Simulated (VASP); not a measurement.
Set up this calculation in VASP 6.6.1, as the native input.

```
Task                   : relaxation of cell and atoms
Functional             : PBEsol
Potentials or basis    : VASP PAW PBE potentials, release 64 (Cs_sv, Sn_d, Br)
Cutoff                 : 600 eV
k mesh                 : 6 × 6 × 6
Occupations            : gaussian, width 0.03 eV
Spin                   : no spin polarisation
Further INCAR settings : ALGO = Normal; EDIFF = 1e-06; IBRION = 2; EDIFFG = -0.01; NSW = 90; ISIF = 3
```

The structure of CsSnBr3 lies in POSCAR:

```
CsSnBr3
1.0
    5.8390056100      0.0000000000      0.0000000000
    0.0000000000      5.8390056100      0.0000000000
    0.0000000000      0.0000000000      5.8390056100
Cs Sn Br
1 1 3
Direct
    0.0000000000      0.0000000000      0.0000000000
    0.5000000000      0.5000000000      0.5000000000
    0.5000000000      0.0000000000      0.5000000000
    0.5000000000      0.5000000000      0.0000000000
    0.0000000000      0.5000000000      0.5000000000
```

The cell is a database's computed one.

These files were run (other wordings do the same):

INCAR

```
SYSTEM = CsSnBr3
PREC = Accurate
ENCUT = 600
EDIFF = 1E-6
ISMEAR = 0
SIGMA = 0.03
LREAL = .FALSE.
LASPH = .TRUE.
NELM = 80
ALGO = Normal
ISIF = 3
LWAVE = .FALSE.
LCHARG = .FALSE.
GGA = PS
IBRION = 2
NSW = 90
EDIFFG = -0.01
```

KPOINTS

```
Automatic mesh
0
G
  6 6 6
  0 0 0
```

Potentials or basis: VASP PAW PBE potentials, release 64 (Cs_sv, Sn_d, Br).

Run with:

```bash
$ cat potpaw_PBE.64/Cs_sv/POTCAR potpaw_PBE.64/Sn_d/POTCAR potpaw_PBE.64/Br/POTCAR > POTCAR
$ mpirun -np 1 vasp_std > vasp.out
```

It gave:

- Relaxed volume: 38.40 Å³/atom
- Relaxed cell: a = 5.769 Å, b = 5.769 Å, c = 5.769 Å, α = 90.00°, β = 90.00°, γ = 90.00°
- Space group after relaxing (to 0.05 Å): Pm-3m (No. 221)
- Energy gained by relaxing: 3.6 meV/atom
- Ionic steps: 3
- Pressure after relaxing: 0.0 GPa
- Band gap on the k mesh: 0.22 eV, direct

Caveat: the PAW data sets were made with another functional, which shifts forces and pressure a little; spin-orbit coupling is left out, which moves the levels of the heavy elements.

Run time: 2.2 min on 1 thread of Intel(R) Xeon(R) 6975P-C (Granite Rapids), with other jobs on the host, peak memory 0.43 GiB.
